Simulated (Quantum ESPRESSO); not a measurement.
HfC:

```xyz
2
Lattice="2.4394 0.0000 0.0000 0.0000 4.6950 0.0000 0.0000 0.0000 2.5623" Properties=species:S:1:pos:R:3 pbc="T T T"
Hf    0.0000    0.0000    0.0000
C     0.0000    2.3475    1.9217
```

The cell was built by a generator and needn't be a form met in nature.

```yaml
Program: Quantum ESPRESSO 7.5
Task: single point
Functional: PBE
Potentials_or_basis: SSSP 1.3 efficiency PBE
Cutoff: 816 eV
Density_cutoff: 5987 eV
k_mesh: 11 × 6 × 10
Occupations: fermi-dirac, width 0.05 eV
Spin: no spin polarisation
```

On this cell: pressure 11.6 GPa; largest force 0.126 eV/Å; band gap on the k mesh none (metal or under the smearing width).

The same run follows on a disturbed copy (atoms moved at random, drawn with an rms of 0.05 Å):

```
CELL_PARAMETERS angstrom
2.43943 0.00000 0.00000
0.00000 4.69500 0.00000
0.00000 0.00000 2.56227
ATOMIC_POSITIONS crystal
Hf 0.98958 0.99810 0.02384
C 0.98100 0.50395 0.75336
```

Problem. What changes?

Solution. The energy (extrapolated to zero smearing) moves by -2.0 meV/atom; pressure 11.0 GPa; largest force 0.057 eV/Å; band gap on the k mesh none (metal or under the smearing width).

Forces in eV/Å, atoms in the order of the input:
```
Hf   0.007  0.032  0.047
C   -0.007 -0.032 -0.047
```

Stress tensor (GPa, compression positive):
```
 57.13   0.05   0.22
  0.05 -51.15   0.35
  0.22   0.35  27.00
```
